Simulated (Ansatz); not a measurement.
Zn:

```xyz
1
Lattice="0.0000 1.9648 1.9648 1.9648 0.0000 1.9648 1.9648 1.9648 0.0000" Properties=species:S:1:pos:R:3 pbc="T T T"
Zn    0.0000    0.0000    0.0000
```

This isn't the form of Zn at room conditions, which is hcp.

- Program: Ansatz 0.2.0
- Task: relaxation of cell and atoms
- Functional: PBEsol
- Potentials or basis: all-electron LAPW, scalar-relativistic
- Basis error allowed: 0.001 eV/atom
- k mesh: 12 × 12 × 12
- Occupations: fermi-dirac, width 0.05 eV
- Spin: no spin polarisation

At the start: volume 15.17 Å³/atom.

Question: How do energy, volume and symmetry change on relaxing?

Answer: Over 5 steps the energy falls by 18.5 meV/atom and the volume is 14.11 Å³/atom (-7.0 %); space group Fm-3m (No. 225, to 0.05 Å).

Step by step:
```
step  energy change (eV)  largest force (eV/Å)  volume (Å³)
   1              0.0000                0.0000        15.17
   2             -0.0170                0.0000        14.39
   3             -0.0185                0.0000        14.06
   4             -0.0185                0.0000        14.11
   5             -0.0185                0.0000        14.11
```

Final structure:
```cif
data_structure
_symmetry_space_group_name_H-M 'P 1'
_symmetry_Int_Tables_number 1
_cell_length_a 2.7122
_cell_length_b 2.7122
_cell_length_c 2.7122
_cell_angle_alpha 60.000
_cell_angle_beta 60.000
_cell_angle_gamma 60.000
_cell_volume 14.11
loop_
_atom_site_label
_atom_site_type_symbol
_atom_site_fract_x
_atom_site_fract_y
_atom_site_fract_z
_atom_site_occupancy
Zn1 Zn 0.00000 0.00000 0.00000 1
```
